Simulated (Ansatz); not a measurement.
# Carbon, fcc under LDA: from relaxation to bulk modulus, part 2 of 2

The plan for carbon in the fcc structure: relax it, solve it on a dense k-mesh, switch on spin-orbit coupling, then scale the cell to 7 volumes from 88 to 112 % of the relaxed one and try a fit of the equation of state. The k-meshes are 18×18×18 for the relaxation; 29×29×29 for the dense run; 18×18×18 for spin-orbit coupling; 20×20×20 for the volumes.

Ansatz 0.2.0; DFT, LDA (PW92), plane waves (420 eV) with PAW, scalar-relativistic. The steps go on from the part before.

**5. The cell scaled to 88 % of its volume**

File input.yaml:

```yaml
crystal:
  lattice:
    - [0.0, 1.4453254129, 1.4453254129]
    - [1.4453254129, 0.0, 1.4453254129]
    - [1.4453254129, 1.4453254129, 0.0]
  atoms:
    - { symbol: C, position: [0.0, 0.0, 0.0] }
hamiltonian:
  xc: lda
  pseudopotentials:
    kind: paw
    azcp:
      C: "pseudopotentials/C.paw.azcp"
basis:
  ecutwfc: 420
  fft_grid_basis: typed
kpoints:
  mp_grid: { grid: [20, 20, 20], shift: [0, 0, 0] }
magnetization:
  spin_polarized: false
scf:
  occupations: { method: fermi_dirac, width: 0.1 }
  lower_state_search: "off"
output:
  stress: true
```

What it wrote (excerpt; [...] marks lines left out):

```text
Warning: <dir> the record states the generating functional pbe (its physics header spells it `PBE`), which answers neither for hamiltonian.xc's functional nor for the lda family's — results may be inconsistent (PPs are generated against a specific XC)
Warning: RAYON_NUM_THREADS=2 ignored (pool sized by the plan → 2); use --threads N
[...]
Pseudopotentials: kind: paw
Pseudopotential: C, paw, valence charge 4, recommended cutoff 420 eV (normal), <dir>
Functional definition: SPW92
[...]
Crystal: 1 atoms, lattice volume = 6.038 Å³
Basis set: ecut = 420 eV, 113 PW (Γ)
Bands: 6, of which v1, the nominal top of the filled ones, is band 2 counted from 1 (1 counted from 0)
Symmetry: 48 space group operations
Space group: Fm-3m (ITA 225), of the structure as read, at distance tolerance 1.8e-5 Å
k-points: 256 of 8000
[...]
SCF iter   1: F=—  HF=-238.307876 eV  |F-HF|=—  |Δ(HF+E_count)|=         —  Δρ=3.02e-3  dr2=1.16e-4  ethr=1.77e-3  ⟨swp⟩=4.8  Hψ=11877  notcnv=0
[...]
SCF iter   6: F=-238.307968 eV  HF=-238.307968 eV  |F-HF|=2.27e-13  |Δ(HF+E_count)|=  2.62e-10  Δρ=1.59e-7  dr2=2.98e-13  ethr=1.76e-11  ⟨swp⟩=1.0  Hψ=4262  notcnv=0
[...]
SCF converged after 6 iterations
Free energy (F): -238.307968 eV
[...]
E sigma→0 (E₀):  -238.301792 eV
Entropy (-TS):   -0.012353 eV (-12.353 meV/atom)
Fermi energy:    13.657254 eV
[...]
--- Stress (GPa, compression-positive) ---
       28.247732       0.000000       0.000000
        0.000000      28.247732      -0.000000
       -0.000000       0.000000      28.247732
  P = ⅓ Tr σ = 28.2477 GPa (282.477 kbar)
```

Run time: 0.77 s. Hardware: 2 threads of Arm Neoverse N1, shared host; peak memory 0.24 GiB.

**6. The cell scaled to 92 % of its volume**

input.yaml, as its differences from that of step 5:

```diff
@@ -2,5 +2,5 @@
   lattice:
-    - [0.0, 1.4453254129, 1.4453254129]
-    - [1.4453254129, 0.0, 1.4453254129]
-    - [1.4453254129, 1.4453254129, 0.0]
+    - [0.0, 1.4669006149, 1.4669006149]
+    - [1.4669006149, 0.0, 1.4669006149]
+    - [1.4669006149, 1.4669006149, 0.0]
   atoms:
```

What it wrote (excerpt; [...] marks lines left out):

```text
Warning: <dir> the record states the generating functional pbe (its physics header spells it `PBE`), which answers neither for hamiltonian.xc's functional nor for the lda family's — results may be inconsistent (PPs are generated against a specific XC)
Warning: RAYON_NUM_THREADS=2 ignored (pool sized by the plan → 2); use --threads N
[...]
[... 3 set-up lines as earlier in the session ...]
[...]
Crystal: 1 atoms, lattice volume = 6.313 Å³
Basis set: ecut = 420 eV, 137 PW (Γ)
Bands: 6, of which v1, the nominal top of the filled ones, is band 2 counted from 1 (1 counted from 0)
[... 2 set-up lines as earlier in the session ...]
k-points: 256 of 8000
[...]
SCF iter   1: F=—  HF=-238.346265 eV  |F-HF|=—  |Δ(HF+E_count)|=         —  Δρ=2.72e-3  dr2=8.50e-5  ethr=1.77e-3  ⟨swp⟩=4.8  Hψ=11862  notcnv=0
[...]
SCF iter   6: F=-238.346286 eV  HF=-238.346286 eV  |F-HF|=6.58e-11  |Δ(HF+E_count)|=   1.33e-9  Δρ=1.77e-6  dr2=1.18e-10  ethr=8.19e-11  ⟨swp⟩=1.1  Hψ=4249  notcnv=0
[...]
SCF converged after 6 iterations
Free energy (F): -238.346286 eV
[...]
E sigma→0 (E₀):  -238.339818 eV
Entropy (-TS):   -0.012934 eV (-12.934 meV/atom)
Fermi energy:    12.784646 eV
[...]
--- Stress (GPa, compression-positive) ---
       16.880049      -0.000000       0.000000
       -0.000000      16.880049       0.000000
       -0.000000      -0.000000      16.880049
  P = ⅓ Tr σ = 16.8800 GPa (168.800 kbar)
```

Run time: 0.81 s. Hardware: 2 threads of Arm Neoverse N1, shared host; peak memory 0.24 GiB.

**7. The cell scaled to 96 % of its volume**

input.yaml, as its differences from that of step 6:

```diff
@@ -2,5 +2,5 @@
   lattice:
-    - [0.0, 1.4669006149, 1.4669006149]
-    - [1.4669006149, 0.0, 1.4669006149]
-    - [1.4669006149, 1.4669006149, 0.0]
+    - [0.0, 1.4878591695, 1.4878591695]
+    - [1.4878591695, 0.0, 1.4878591695]
+    - [1.4878591695, 1.4878591695, 0.0]
   atoms:
@@ -25 +25,5 @@
   stress: true
+  write_density: true
+  write_potential: true
+  elf: true
+  volumetric_format: npy
```

What it wrote (excerpt; [...] marks lines left out):

```text
Warning: <dir> the record states the generating functional pbe (its physics header spells it `PBE`), which answers neither for hamiltonian.xc's functional nor for the lda family's — results may be inconsistent (PPs are generated against a specific XC)
Warning: RAYON_NUM_THREADS=2 ignored (pool sized by the plan → 2); use --threads N
[...]
[... 3 set-up lines as earlier in the session ...]
[...]
Crystal: 1 atoms, lattice volume = 6.587 Å³
Basis set: ecut = 420 eV, 137 PW (Γ)
Bands: 6, of which v1, the nominal top of the filled ones, is band 2 counted from 1 (1 counted from 0)
[... 2 set-up lines as earlier in the session ...]
k-points: 256 of 8000
[...]
SCF iter   1: F=—  HF=-238.367039 eV  |F-HF|=—  |Δ(HF+E_count)|=         —  Δρ=2.53e-3  dr2=7.13e-5  ethr=1.77e-3  ⟨swp⟩=4.8  Hψ=11842  notcnv=0
[...]
SCF iter   6: F=-238.366962 eV  HF=-238.366962 eV  |F-HF|=2.49e-9  |Δ(HF+E_count)|=   1.63e-8  Δρ=1.03e-5  dr2=4.30e-9  ethr=1.04e-9  ⟨swp⟩=4.3  Hψ=6097  notcnv=0
[...]
SCF converged after 6 iterations
Free energy (F): -238.366962 eV
[...]
E sigma→0 (E₀):  -238.360392 eV
Entropy (-TS):   -0.013138 eV (-13.138 meV/atom)
Fermi energy:    11.980054 eV
[...]
--- Stress (GPa, compression-positive) ---
        7.589520       0.000000       0.000000
        0.000000       7.589520       0.000000
        0.000000       0.000000       7.589520
  P = ⅓ Tr σ = 7.5895 GPa (75.895 kbar)
--- Band table (eV; the first three rows and the last of 256) ---
  k-point 0: bands = ["-8.0911", "20.6330", "20.6330", "20.6330", "43.3761", "43.3761"]
[...]
```

Wall time 1.1 s (2 threads of Arm Neoverse N1, shared host); peak memory 0.25 GiB.

Axes a, b and c in the maps are those of this run's conventional cell (a, b, c = 2.976, 2.976, 2.976 Å).

Density in a lattice plane of the grid's cell (edges 2.98 and 2.98 Å, at 0.000 of the third edge), which holds C.

Values in e/Å³, 12 rows by 12 columns:
```
1.51 1.46 1.11 0.62 0.36 0.25 0.22 0.25 0.36 0.62 1.12 1.46
1.24 1.11 0.81 0.52 0.39 0.36 0.36 0.36 0.39 0.52 0.81 1.12
0.69 0.62 0.52 0.46 0.52 0.62 0.69 0.62 0.52 0.46 0.52 0.62
0.36 0.36 0.39 0.52 0.81 1.11 1.24 1.12 0.81 0.52 0.39 0.36
0.22 0.25 0.36 0.62 1.11 1.46 1.51 1.46 1.12 0.62 0.36 0.25
0.19 0.22 0.36 0.69 1.24 1.51 1.41 1.51 1.24 0.69 0.36 0.22
0.22 0.25 0.36 0.62 1.12 1.46 1.51 1.46 1.11 0.62 0.36 0.25
0.36 0.36 0.39 0.52 0.81 1.12 1.24 1.11 0.81 0.52 0.39 0.36
0.69 0.62 0.52 0.46 0.52 0.62 0.69 0.62 0.52 0.46 0.52 0.62
1.24 1.12 0.81 0.52 0.39 0.36 0.36 0.36 0.39 0.52 0.81 1.11
1.51 1.46 1.12 0.62 0.36 0.25 0.22 0.25 0.36 0.62 1.11 1.46
1.41 1.51 1.24 0.69 0.36 0.22 0.19 0.22 0.36 0.69 1.24 1.51
```
Columns run along the first of these edges and rows up along the second, over one cell in 12 and 12 even steps from the bottom left corner. Atoms in the plane (fractional): C at (0.00, 0.00), C at (0.50, 0.50).

ELF in the same plane.

Ten even steps from '0' (0.07) to '9' (0.76):
```
135899863100000136899853
567999753111011135799976
889998643222222234689998
999986544455555444568999
988765456788988765456788
555444568999999986544455
222234689998889998643222
011135799976567999753111
000136899853135899863100
000136999741014799963100
000136899853135899863100
011135799976567999753111
222234689998889998643222
555444568999999986544455
988765456788988765456788
999986544455555444568999
889998643222222234689998
567999753111011135799976
135899863100000136899853
014799963100000136999741
```
Columns run along the first of these edges and rows up along the second, over one cell in 24 and 20 even steps from the bottom left corner. Atoms in the plane (fractional): C at (0.00, 0.00), C at (0.50, 0.50).

Both are smooth fields of the valence electrons: close to the nuclei they are not physical.

Maxima of ELF outside the ion cores: 0.77 in the shell around C, 0.6 Å from C.

**8. The cell scaled to 100 % of its volume**

input.yaml, as its differences from that of step 7:

```diff
@@ -2,5 +2,5 @@
   lattice:
-    - [0.0, 1.4878591695, 1.4878591695]
-    - [1.4878591695, 0.0, 1.4878591695]
-    - [1.4878591695, 1.4878591695, 0.0]
+    - [0.0, 1.508243335, 1.508243335]
+    - [1.508243335, 0.0, 1.508243335]
+    - [1.508243335, 1.508243335, 0.0]
   atoms:
@@ -25,5 +25 @@
   stress: true
-  write_density: true
-  write_potential: true
-  elf: true
-  volumetric_format: npy
```

What it wrote (excerpt; [...] marks lines left out):

```text
Warning: <dir> the record states the generating functional pbe (its physics header spells it `PBE`), which answers neither for hamiltonian.xc's functional nor for the lda family's — results may be inconsistent (PPs are generated against a specific XC)
Warning: RAYON_NUM_THREADS=2 ignored (pool sized by the plan → 2); use --threads N
[...]
[... 3 set-up lines as earlier in the session ...]
[...]
Crystal: 1 atoms, lattice volume = 6.862 Å³
Basis set: ecut = 420 eV, 137 PW (Γ)
Bands: 6, of which v1, the nominal top of the filled ones, is band 2 counted from 1 (1 counted from 0)
[... 2 set-up lines as earlier in the session ...]
k-points: 256 of 8000
[...]
SCF iter   1: F=—  HF=-238.373328 eV  |F-HF|=—  |Δ(HF+E_count)|=         —  Δρ=2.44e-3  dr2=7.05e-5  ethr=1.77e-3  ⟨swp⟩=4.8  Hψ=11822  notcnv=0
[...]
SCF iter   6: F=-238.373173 eV  HF=-238.373173 eV  |F-HF|=4.54e-9  |Δ(HF+E_count)|=   1.22e-8  Δρ=1.34e-5  dr2=7.59e-9  ethr=9.00e-10  ⟨swp⟩=2.0  Hψ=4257  notcnv=0
[...]
SCF converged after 6 iterations
Free energy (F): -238.373173 eV
[...]
E sigma→0 (E₀):  -238.366691 eV
Entropy (-TS):   -0.012965 eV (-12.965 meV/atom)
Fermi energy:    11.238828 eV
[...]
--- Stress (GPa, compression-positive) ---
       -0.162326       0.000000      -0.000000
       -0.000000      -0.162326       0.000000
        0.000000       0.000000      -0.162326
  P = ⅓ Tr σ = -0.1623 GPa (-1.623 kbar)
```

It took 0.8 s on 2 threads of Arm Neoverse N1, shared host; peak memory 0.24 GiB.

**9. The cell scaled to 104 % of its volume**

input.yaml, as its differences from that of step 8:

```diff
@@ -2,5 +2,5 @@
   lattice:
-    - [0.0, 1.508243335, 1.508243335]
-    - [1.508243335, 0.0, 1.508243335]
-    - [1.508243335, 1.508243335, 0.0]
+    - [0.0, 1.5280909181, 1.5280909181]
+    - [1.5280909181, 0.0, 1.5280909181]
+    - [1.5280909181, 1.5280909181, 0.0]
   atoms:
```

What it wrote (excerpt; [...] marks lines left out):

```text
Warning: <dir> the record states the generating functional pbe (its physics header spells it `PBE`), which answers neither for hamiltonian.xc's functional nor for the lda family's — results may be inconsistent (PPs are generated against a specific XC)
Warning: RAYON_NUM_THREADS=2 ignored (pool sized by the plan → 2); use --threads N
[...]
[... 3 set-up lines as earlier in the session ...]
[...]
Crystal: 1 atoms, lattice volume = 7.136 Å³
Basis set: ecut = 420 eV, 137 PW (Γ)
Bands: 6, of which v1, the nominal top of the filled ones, is band 2 counted from 1 (1 counted from 0)
[... 2 set-up lines as earlier in the session ...]
k-points: 256 of 8000
[...]
SCF iter   1: F=—  HF=-238.367307 eV  |F-HF|=—  |Δ(HF+E_count)|=         —  Δρ=2.39e-3  dr2=7.38e-5  ethr=1.77e-3  ⟨swp⟩=4.9  Hψ=11788  notcnv=0
[...]
SCF iter   6: F=-238.367115 eV  HF=-238.367115 eV  |F-HF|=3.35e-9  |Δ(HF+E_count)|=   1.61e-8  Δρ=1.12e-5  dr2=5.68e-9  ethr=1.04e-9  ⟨swp⟩=2.0  Hψ=4375  notcnv=0
[...]
SCF converged after 6 iterations
Free energy (F): -238.367115 eV
[...]
E sigma→0 (E₀):  -238.360693 eV
Entropy (-TS):   -0.012845 eV (-12.845 meV/atom)
Fermi energy:    10.560762 eV
[...]
--- Stress (GPa, compression-positive) ---
       -6.684433      -0.000000       0.000000
       -0.000000      -6.684433      -0.000000
        0.000000      -0.000000      -6.684433
  P = ⅓ Tr σ = -6.6844 GPa (-66.844 kbar)
```

It took 0.81 s on 2 threads of Arm Neoverse N1, shared host; peak memory 0.24 GiB.

**10. The cell scaled to 108 % of its volume**

input.yaml, as its differences from that of step 9:

```diff
@@ -2,5 +2,5 @@
   lattice:
-    - [0.0, 1.5280909181, 1.5280909181]
-    - [1.5280909181, 0.0, 1.5280909181]
-    - [1.5280909181, 1.5280909181, 0.0]
+    - [0.0, 1.5474358948, 1.5474358948]
+    - [1.5474358948, 0.0, 1.5474358948]
+    - [1.5474358948, 1.5474358948, 0.0]
   atoms:
```

What it wrote (excerpt; [...] marks lines left out):

```text
Warning: <dir> the record states the generating functional pbe (its physics header spells it `PBE`), which answers neither for hamiltonian.xc's functional nor for the lda family's — results may be inconsistent (PPs are generated against a specific XC)
Warning: RAYON_NUM_THREADS=2 ignored (pool sized by the plan → 2); use --threads N
[...]
[... 3 set-up lines as earlier in the session ...]
[...]
Crystal: 1 atoms, lattice volume = 7.411 Å³
Basis set: ecut = 420 eV, 137 PW (Γ)
Bands: 6, of which v1, the nominal top of the filled ones, is band 2 counted from 1 (1 counted from 0)
[... 2 set-up lines as earlier in the session ...]
k-points: 256 of 8000
[...]
SCF iter   1: F=—  HF=-238.351096 eV  |F-HF|=—  |Δ(HF+E_count)|=         —  Δρ=2.37e-3  dr2=8.15e-5  ethr=1.77e-3  ⟨swp⟩=4.9  Hψ=11755  notcnv=0
[...]
SCF iter   6: F=-238.350887 eV  HF=-238.350887 eV  |F-HF|=8.18e-9  |Δ(HF+E_count)|=   4.26e-8  Δρ=1.69e-5  dr2=1.38e-8  ethr=2.50e-9  ⟨swp⟩=3.0  Hψ=3285  notcnv=0
[...]
SCF converged after 6 iterations
Free energy (F): -238.350887 eV
[...]
E sigma→0 (E₀):  -238.344453 eV
Entropy (-TS):   -0.012868 eV (-12.868 meV/atom)
Fermi energy:    9.941254 eV
[...]
--- Stress (GPa, compression-positive) ---
      -12.142926       0.000000      -0.000000
        0.000000     -12.142926       0.000000
        0.000000       0.000000     -12.142926
  P = ⅓ Tr σ = -12.1429 GPa (-121.429 kbar)
```

Run time: 0.8 s. Hardware: 2 threads of Arm Neoverse N1, shared host; peak memory 0.24 GiB.

**11. The cell scaled to 112 % of its volume**

input.yaml, as its differences from that of step 10:

```diff
@@ -2,5 +2,5 @@
   lattice:
-    - [0.0, 1.5474358948, 1.5474358948]
-    - [1.5474358948, 0.0, 1.5474358948]
-    - [1.5474358948, 1.5474358948, 0.0]
+    - [0.0, 1.5663089242, 1.5663089242]
+    - [1.5663089242, 0.0, 1.5663089242]
+    - [1.5663089242, 1.5663089242, 0.0]
   atoms:
```

What it wrote (excerpt; [...] marks lines left out):

```text
Warning: <dir> the record states the generating functional pbe (its physics header spells it `PBE`), which answers neither for hamiltonian.xc's functional nor for the lda family's — results may be inconsistent (PPs are generated against a specific XC)
Warning: RAYON_NUM_THREADS=2 ignored (pool sized by the plan → 2); use --threads N
[...]
[... 3 set-up lines as earlier in the session ...]
[...]
Crystal: 1 atoms, lattice volume = 7.685 Å³
Basis set: ecut = 420 eV, 169 PW (Γ)
Bands: 6, of which v1, the nominal top of the filled ones, is band 2 counted from 1 (1 counted from 0)
[... 1 set-up line as earlier in the session ...]
Space group: Fm-3m (ITA 225), of the structure as read, at distance tolerance 2.0e-5 Å
k-points: 256 of 8000
[...]
SCF iter   1: F=—  HF=-238.326261 eV  |F-HF|=—  |Δ(HF+E_count)|=         —  Δρ=2.38e-3  dr2=9.05e-5  ethr=1.77e-3  ⟨swp⟩=4.9  Hψ=11696  notcnv=0
[...]
SCF iter   6: F=-238.326025 eV  HF=-238.326025 eV  |F-HF|=4.98e-9  |Δ(HF+E_count)|=   3.06e-8  Δρ=1.28e-5  dr2=8.34e-9  ethr=1.92e-9  ⟨swp⟩=2.0  Hψ=4555  notcnv=0
[...]
SCF converged after 6 iterations
Free energy (F): -238.326025 eV
[...]
E sigma→0 (E₀):  -238.319474 eV
Entropy (-TS):   -0.013102 eV (-13.102 meV/atom)
Fermi energy:    9.369467 eV
[...]
--- Stress (GPa, compression-positive) ---
      -16.716942      -0.000000       0.000000
       -0.000000     -16.716942      -0.000000
        0.000000      -0.000000     -16.716942
  P = ⅓ Tr σ = -16.7169 GPa (-167.169 kbar)
```

It took 0.93 s on 2 threads of Arm Neoverse N1, shared host; peak memory 0.25 GiB.

**12. The equation of state**

All volumes keep the relaxed shape and fractional coordinates.

```
V (Å³/atom)  E − E₀ (meV/atom)  P from the stress (GPa)  P from the fit (GPa)
      6.038               64.9                    28.25                 27.79
      6.313               26.9                    16.88                 16.83
      6.587                6.3                     7.59                  7.62
      6.862                0.0                    -0.16                 -0.14
      7.136                6.0                    -6.68                 -6.66
      7.411               22.2                   -12.14                -12.17
      7.685               47.2                   -16.72                -16.81
```

Fit (Birch-Murnaghan, third order): V₀ = 6.857 Å³/atom, B₀ = 178 GPa, B₀′ = 3.3, largest residual 0.07 meV/atom.

The fit is made to E(σ → 0), while the stress belongs to the free energy F; that is one source of the offset between the two pressures.

**13. Results**

The summary covers parts 1 to 2.

| quantity | value |
| --- | --- |
| space group (spins left aside) | Fm-3m (No. 225) |
| conventional cell | a = 3.016 Å |
| volume | 6.862 Å³/atom |
| shortest distance | 2.133 Å |
| gap on the mesh | none (levels filled in part) |
| relative to graphite | +4616 meV/atom |
| V₀, B₀, B₀′ | 6.857 Å³/atom, 178 GPa, 3.3 |

The relaxation enlarged the cell by 3.7 % in volume. It lies 4616 meV/atom above the element's reference form at the same level (graphite, from a run of its own), so it is far from stable. Levels at the Fermi energy are filled in part, as in a metal. The total energy of the spin-orbit run (on a coarser mesh) lies +1 meV/atom from the scalar one; mesh and treatment of the core enter this figure, so it is no spin-orbit energy. B₀ comes out at 178 GPa. Relaxation kept the symmetry; phonons were not checked.
